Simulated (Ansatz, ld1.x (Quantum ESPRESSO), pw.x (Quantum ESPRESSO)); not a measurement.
## manganese: one change to the TM potential, in the atom and in the bcc crystal

ld1.x (Quantum ESPRESSO) 7.5 input, shortened:

```
&input
   title='Mn', zed=25., rel=1, dft='PW', iswitch=3,
   config='[Ar] 3d5 4s2 4p0'
 /
 &inputp
   pseudotype=2, tm=.true., lloc=-1, rcloc=2.10,
   nlcc=.true.
 /
3
4S  1  0   2.00   0.00  2.55  2.55  0.0
4P  2  1   0.00   0.00  2.95  2.95  0.0
3D  3  2   5.00   0.00  2.00  2.00  0.0
 &test
   configts(1)='3d5 4s2 4p0'
 /
```

Change: local potential all-electron potential smoothed inside 1.48 bohr (lloc = -1).

Cutoffs, loose and tight: the cutoffs (Ry, on a coarse ladder) from which the occupation-weighted sum of valence levels, in a spherical-Bessel basis at the reference potential, stays within 10 and 1 mRy of its value at 400 Ry. They do not see the model core or the augmentation charge, which bear on the density cutoff. Test errors are all-electron minus pseudo excitation energies from the reference, over the configurations 3d5 4s1 4p0; 3d5 4s0 4p0; 3d4 4s0 4p0; 3d5 4s1.5 4p0; 3d5 4s1 4p1; 3d6 4s0 4p0; 3d5.5 4s1.5 4p0 (two spin-polarised tests are not counted in the largest error); variants that change the core or the reference have their own tests.

Crystal test: bcc Mn in pw.x 7.5, no spin, 17³ k-points, Fermi–Dirac smearing 0.01 Ry, cutoffs set for each file from its atomic test. The reference is all-electron LAPW (Ansatz 0.2.0) with the same functional, mesh and smearing; V0 and B0 come from Birch–Murnaghan fits to the pressures at five volumes. Errors are pseudo minus all-electron; Δ is the rms difference of the E(V) curves that follow from these fits, minima aligned, over ±6 % about the mean V0. Mesh and smearing are coarse, so the numbers serve the comparison and aren't converged zero-temperature values; the lattice is a test structure that the element need not adopt. Spin polarisation and strong correlation are left out, which matters for this element.

All-electron: a0 = 2.727 Å (V0 = 10.14 Å³/atom), B0 = 324.0 GPa.

Question: Does the change bring the crystal closer to the all-electron result?

Answer: The mean pressure error goes from -0.74 to +46.46 GPa, so the change moves the solid further from the all-electron pressures.

| quantity | base | changed |
| --- | --- | --- |
| outcome (atom) | generated | generated |
| cutoff, loose (atom) | 70 Ry | 70 Ry |
| cutoff, tight (atom) | 110 Ry | 110 Ry |
| bound ghosts (atom) | none | s |
| largest test error (meV) (atom) | -223 | -140 over the solved tests; 1 of 9 tests not solved or not reliable |
| cutoffs in pw.x (Ry) | 135/540 | 135/540 |
| a0 (Å) | 2.725 | – |
| a0 error (%) | -0.07 | – |
| B0 error (%) | -0.4 | – |
| Δ (meV/atom) | 1.6 | – |
| mean pressure error (GPa) | -0.74 | +46.46 |

A dash: not determined, or the minimum lies outside the volumes sampled.

Base: The largest radius (2.95 bohr) exceeds half the bond length (2.23 bohr), so the spheres overlap, which is one possible source of error among others. The logarithmic derivative shows an extra or strongly shifted pseudo pole above the reference energy (s near 1.36 Ry). Changed file: The largest radius (2.95 bohr) exceeds half the bond length (2.23 bohr), so the spheres overlap, which is one possible source of error among others. This is a poor potential for the solid. Note: ghost state, extra bound levels that the all-electron valence spectrum of the same l lacks: s at -35.0 eV. A true bound ghost makes a file unfit for plane-wave use. Atomic configuration tests: 1 of 9 tests not solved or not reliable. The atomic cutoffs weigh occupied waves only.
